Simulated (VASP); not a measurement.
# Rb (I4/mmm) in VASP: single point with PBEsol

Aim: the single point of Rb with PBEsol.

Everything below comes from runs of VASP 6.6.1. Logs are shortened: lines on timing, memory, paths and dates and some standing lists are left out, and cuts for length are marked.

## (1) The crystal as given

It takes space group I4/mmm (No. 139, tetragonal). The conventional cell has a = 5.909 Å, b = 5.909 Å, c = 5.462 Å, α = 90.00°, β = 90.00°, γ = 90.00°.

This isn't the form of Rb at room conditions, which is bcc.

## (2) Single point, PBEsol

File INCAR:

```
SYSTEM = Rb
  PREC = Accurate
  ENCUT = 520
  EDIFF = 1E-6
  ISMEAR = 0
  SIGMA = 0.1
  LREAL = .False.
  LASPH = .True.
  NELM = 100
  ALGO = Normal
  ISIF = 2
  LWAVE = .False.
  LCHARG = .True.
  GGA = PS
  LELF = .True.
  LVHAR = .True.
  NBANDS = 10
```

File KPOINTS:

```
regular mesh
0
Gamma
  4 4 4
  0 0 0
```

File POSCAR:

```
Rb
1.0
   -2.9545118615      2.9545118615      2.7308451955
    2.9545118615     -2.9545118615      2.7308451955
    2.9545118615      2.9545118615     -2.7308451955
Rb
1
Direct
    0.0000000000      0.0000000000      0.0000000000
```

Potentials or basis: VASP PAW PBE potentials, release 64 (Rb_sv).

Run with:

```sh
$ cat potpaw_PBE.64/Rb_sv/POTCAR > POTCAR
$ mpirun -np 1 vasp_std > vasp.out
```

OUTCAR:

```text
SYSTEM = Rb
   PREC = Accurate
   ENCUT = 520
   EDIFF = 1E-6
   ISMEAR = 0
   LREAL = .False.
   LASPH = .True.
   NELM = 100
   ISIF = 2
   GGA = PS

 ion  position               nearest neighbor table
   1  0.000  0.000  0.000-

  LATTYP: Found a body centered tetragonal cell.
 ALAT       =     5.9090237230
 C/A-ratio  =     0.9242965754

  Lattice vectors:

 A1 = (  -2.9545118615,   2.9545118615,   2.7308451955)
 A2 = (   2.9545118615,  -2.9545118615,   2.7308451955)
 A3 = (   2.9545118615,   2.9545118615,  -2.7308451955)

Analysis of symmetry for initial positions (statically):
=====================================================================
 Subroutine PRICEL returns:
 Original cell was already a primitive cell.

 Routine SETGRP: Setting up the symmetry group for a
 body centered tetragonal supercell.

 Subroutine GETGRP returns: Found 16 space group operations
 (whereof 16 operations were pure point group operations)
 out of a pool of 16 trial point group operations.

The static configuration has the point symmetry D_4h.

Analysis of symmetry for dynamics (positions and initial velocities):
=====================================================================
 Subroutine PRICEL returns:
 Original cell was already a primitive cell.

 Routine SETGRP: Setting up the symmetry group for a
 body centered tetragonal supercell.

 Subroutine GETGRP returns: Found 16 space group operations
 (whereof 16 operations were pure point group operations)
 out of a pool of 16 trial point group operations.

The dynamic configuration has the point symmetry D_4h.

 Subroutine INISYM returns: Found 16 space group operations
 (whereof 16 operations are pure point group operations),
 and found     1 'primitive' translations

----------------------------------------------------------------------------------------

                                     Primitive cell

  volume of cell :      95.3517

  direct lattice vectors                    reciprocal lattice vectors
    -2.954511861  2.954511861  2.730845196     0.000000000  0.169232693  0.183093498
     2.954511861 -2.954511861  2.730845196     0.169232693  0.000000000  0.183093498
     2.954511861  2.954511861 -2.730845196     0.169232693  0.169232693  0.000000000

  length of vectors
     4.991572514  4.991572514  4.991572514     0.249324956  0.249324956  0.239331170

  position of ions in fractional coordinates (direct lattice)
     0.000000000  0.000000000  0.000000000

  ion indices of the primitive-cell ions
   primitive index   ion index
                 1           1

----------------------------------------------------------------------------------------

 KPOINTS: regular mesh

Automatic generation of k-mesh.
 Grid dimensions read from file:
 generate k-points for:    4    4    4

 Generating k-lattice:

  Cartesian coordinates                     Fractional coordinates (reciprocal lattice)
     0.000000000  0.042308173  0.045773375     0.250000000 -0.000000000  0.000000000
     0.042308173  0.000000000  0.045773375    -0.000000000  0.250000000  0.000000000
     0.042308173  0.042308173  0.000000000     0.000000000  0.000000000  0.250000000

  Length of vectors
     0.062331239  0.062331239  0.059832793

  Shift w.r.t. Gamma in fractional coordinates (k-lattice)
     0.000000000  0.000000000  0.000000000

 Subroutine IBZKPT returns following result:
 ===========================================

 Found     13 irreducible k-points:

 Following reciprocal coordinates:
            Coordinates               Weight
  0.000000  0.000000  0.000000      1.000000
  0.250000 -0.000000  0.000000      8.000000
  0.500000 -0.000000  0.000000      4.000000
  0.250000  0.250000  0.000000      8.000000
  0.500000  0.250000  0.000000     16.000000
 -0.250000  0.250000  0.000000      4.000000
  0.500000  0.500000  0.000000      2.000000
  0.250000  0.250000  0.250000      2.000000
 -0.250000  0.250000  0.250000      4.000000
  0.500000  0.500000  0.250000      4.000000
 -0.250000  0.500000  0.250000      8.000000
 -0.250000 -0.250000  0.250000      2.000000
  0.500000  0.500000  0.500000      1.000000
   k-points           NKPTS =     13   k-points in BZ     NKDIM =     13   number of bands    NBANDS=     10
   number of dos      NEDOS =    301   number of ions     NIONS =      1
   total plane-waves  NPLWV =  64000
   dimension x,y,z NGX =    40 NGY =   40 NGZ =   40
   dimension x,y,z NGXF=    80 NGYF=   80 NGZF=   80
   ions per type =               1
   NGX,Y,Z   is equivalent  to a cutoff of  13.32, 13.32, 13.32 a.u.
   NGXF,Y,Z  is equivalent  to a cutoff of  26.64, 26.64, 26.64 a.u.
 SYSTEM =  Rb
   PREC   = accura    normal or accurate (medium, high low for compatibility)
   ISTART =      0    job   : 0-new  1-cont  2-samecut
   ICHARG =      2    charge: 1-file 2-atom 10-const
   ISPIN  =      1    spin polarized calculation?
   LNONCOLLINEAR =      F non collinear calculations
   LSORBIT =      F    spin-orbit coupling
   LASPH  =      T    aspherical Exc in radial PAW
   ENCUT  =  520.0 eV  38.22 Ry    6.18 a.u.   9.28  9.28  9.28*2*pi/ulx,y,z
   NELM   =    100;   NELMIN=  2; NELMDL= -5     # of ELM steps
   EDIFF  = 0.1E-05   stopping-criterion for ELM
   LREAL  =      F    real-space projection
   EDIFFG = 0.1E-04   stopping-criterion for IOM
   NSW    =      0    number of steps for IOM
   IBRION =     -1    ionic relax: 0-MD 1-quasi-New 2-CG
   NFREE  =      0    steps in history (QN), initial steepest desc. (CG)
   ISIF   =      2    stress and relaxation
   ISYM   =      2    0-nonsym 1-usesym 2-fastsym
   POTIM  = 0.5000    time-step for ionic-motion
   TEBEG  =    0.0;   TEEND  =   0.0 temperature during run
   PSTRESS=    0.0 pullay stress
   NELECT =       9.0000    total number of electrons
   NUPDOWN=      -1.0000    fix difference up-down
   EMIN   =  10.00;   EMAX   =-10.00  energy-range for DOS
   EFERMI =   0.00;   METHOD = LEGACY
   ISMEAR =     0;   SIGMA  =   0.10  broadening in eV -4-tet -1-fermi 0-gaus
   EFERMI_NEDOS =   21; number of points for ismear=-14 and -15
   IALGO  =     38    algorithm
   IMIX   =      4    mixing-type and parameters
     AMIX     =   0.40;   BMIX     =  1.00
     AMIX_MAG =   1.60;   BMIX_MAG =  1.00
  volume/ion in A,a.u.               =      95.35       643.47
  Fermi-wavevector in a.u.,A,eV,Ry     =   0.745383  1.408570  7.559340  0.555596
  Thomas-Fermi vector in A             =   1.840957
   LORBIT       =      0    0 simple, 1 ext, 2 COOP (PROOUT), +10 PAW based schemes
   GGA     = PS    functional components
   LHFCALC =     F    Hartree Fock is set to
   AEXX    =    0.0000 exact exchange contribution
   IVDW    =     0    specifies the selected vdW correction
   LEPSILON=     F    determine dielectric tensor
   LRPA    =     F    only Hartree local field effects (RPA)
 non-spin polarized calculation
 Gauss-broadening in eV      SIGMA  =   0.10
  energy-cutoff  :      520.00
  volume of cell :       95.35
 maximum number of plane-waves:      2582
 NGX is ok and might be reduce to    40
   NGX = 19   NGY = 19   NGZ = 19

 number of electron       9.0000000 magnetization

 Free energy of the ion-electron system (eV)
  ---------------------------------------------------
  ext. energy  EPLUGINS =         0.00000000
  ---------------------------------------------------
  free energy    TOTEN  =        -0.97082435 eV

  energy without entropy =       -0.95599649  energy(sigma->0) =       -0.96341042

 E-fermi :  -0.1663     XC(G=0):  -5.4062

 val. band max:       -0.2144400450   @ k =   0.5000   0.2500   0.0000
 cond. band min:      -0.0827346035   @ k =   0.2500   0.2500   0.0000
 fundamental gap:      0.1317054414
 Fermi energy:        -0.1663395645

 k-point     1 :       0.0000    0.0000    0.0000
  band No.  band energies     occupation
      1     -29.0367      2.00000
      2     -13.0881      2.00000
      3     -13.0881      2.00000
      4     -13.0877      2.00000
      5      -2.0644      2.00000
      6       3.2354      0.00000
      7       3.6397      0.00000
      8       3.6397      0.00000
      9       4.1205      0.00000
     10       4.6725      0.00000

 k-point     2 :       0.2500   -0.0000    0.0000
  band No.  band energies     occupation
      1     -29.0350      2.00000
      2     -13.1292      2.00000
      3     -13.1025      2.00000
      4     -13.0894      2.00000
      5      -1.3626      2.00000
      6       2.3636      0.00000
      7       2.7320      0.00000
      8       4.0403      0.00000
      9       4.2330      0.00000
     10       4.3453      0.00000

 k-point     3 :       0.5000   -0.0000    0.0000
  band No.  band energies     occupation
      1     -29.0333      2.00000
      2     -13.1695      2.00000
      3     -13.1167      2.00000
      4     -13.0908      2.00000
      5       0.1502      0.00001
      6       0.6608      0.00000
      7       2.2994      0.00000
      8       4.0497      0.00000
      9       4.7737      0.00000
     10       5.1640      0.00000

 k-point     4 :       0.2500    0.2500    0.0000
  band No.  band energies     occupation
      1     -29.0333      2.00000
      2     -13.1563      2.00000
      3     -13.1216      2.00000
      4     -13.0994      2.00000
      5      -0.0827      0.23707
      6       1.4101      0.00000
      7       1.7947      0.00000
      8       3.8643      0.00000
      9       4.1189      0.00000
     10       5.1937      0.00000
[... 79 lines left out ...]
 k-point    11 :      -0.2500    0.5000    0.2500
  band No.  band energies     occupation
      1     -29.0321      2.00000
      2     -13.1568      2.00000
      3     -13.1337      2.00000
      4     -13.1178      2.00000
      5       0.7050      0.00000
      6       0.9664      0.00000
      7       2.4159      0.00000
      8       2.5179      0.00000
      9       4.1112      0.00000
     10       5.4663      0.00000

 k-point    12 :      -0.2500   -0.2500    0.2500
  band No.  band energies     occupation
      1     -29.0334      2.00000
      2     -13.1353      2.00000
      3     -13.1175      2.00000
      4     -13.1175      2.00000
      5      -0.6135      2.00000
      6       2.2041      0.00000
      7       2.6859      0.00000
      8       2.6859      0.00000
      9       4.2087      0.00000
     10       4.4549      0.00000

 k-point    13 :       0.5000    0.5000    0.5000
  band No.  band energies     occupation
      1     -29.0308      2.00000
      2     -13.1505      2.00000
      3     -13.1505      2.00000
      4     -13.1378      2.00000
      5       1.0455      0.00000
      6       1.2265      0.00000
      7       2.7279      0.00000
      8       2.7279      0.00000
      9       3.4943      0.00000
     10       4.4198      0.00000

------------------------ aborting loop because EDIFF is reached ----------------------------------------

  FORCE on cell =-STRESS in cart. coord.  units (eV):
  Direction    XX          YY          ZZ          XY          YZ          ZX
  --------------------------------------------------------------------------------------
  -------------------------------------------------------------------------------------
  Total       -0.0591843     -0.0591843     -0.1846912      0.0000000      0.0000000     -0.0000000
  in kB       -0.9944624     -0.9944624     -3.1033319      0.0000000      0.0000000     -0.0000000
  external PRESSURE =      -1.6974189 kB  Pullay stress =       0.0000000 kB

 VOLUME and BASIS-vectors are now :
 -----------------------------------------------------------------------------
  energy-cutoff  :      520.00
  volume of cell :       95.35
      direct lattice vectors                 reciprocal lattice vectors
    -2.954511861  2.954511861  2.730845196     0.000000000  0.169232693  0.183093498
     2.954511861 -2.954511861  2.730845196     0.169232693  0.000000000  0.183093498
     2.954511861  2.954511861 -2.730845196     0.169232693  0.169232693  0.000000000

 POSITION                                       TOTAL-FORCE (eV/Angst)
 -----------------------------------------------------------------------------------
      0.00000      0.00000      0.00000         0.000000      0.000000      0.000000
 -----------------------------------------------------------------------------------
    total drift:                               -0.000000      0.000000     -0.000000

  FREE ENERGIE OF THE ION-ELECTRON SYSTEM (eV)
  ---------------------------------------------------
  free  energy   TOTEN  =        -0.9708243534 eV

  energy  without entropy=       -0.9559964859  energy(sigma->0) =       -0.96341042
```

Run time: 7.4 s. Hardware: 1 thread of Intel Xeon 6975P-C (Granite Rapids), shared host; peak memory 0.23 GiB.

What came out:

```yaml
Free_energy: -0.9708 eV
Pressure: -0.2 GPa
Band_gap_on_the_k_mesh: none (metal or under the smearing width)
```

Levels at points of the mesh, in eV from the Fermi level:
| k point | band 1 | band 2 | band 3 | band 4 | band 5 | band 6 | band 7 | band 8 |
| --- | --- | --- | --- | --- | --- | --- | --- | --- |
| (0.00, 0.00, 0.00) | -28.87 | -12.92 | -12.92 | -12.92 | -1.90 | 3.40 | 3.81 | 3.81 |
| (0.50, 0.00, 0.00) | -28.87 | -13.00 | -12.95 | -12.92 | 0.32 | 0.83 | 2.47 | 4.22 |
| (0.50, 0.50, 0.00) | -28.87 | -13.00 | -12.95 | -12.92 | 0.16 | 0.65 | 2.88 | 4.01 |
| (0.50, 0.50, 0.50) | -28.86 | -12.98 | -12.98 | -12.97 | 1.21 | 1.39 | 2.89 | 2.89 |

Caveat: the k mesh is coarse (spacing up to 0.39 Å⁻¹), so the values aren't converged; the PAW data sets were made with another functional, which shifts forces and pressure a little.
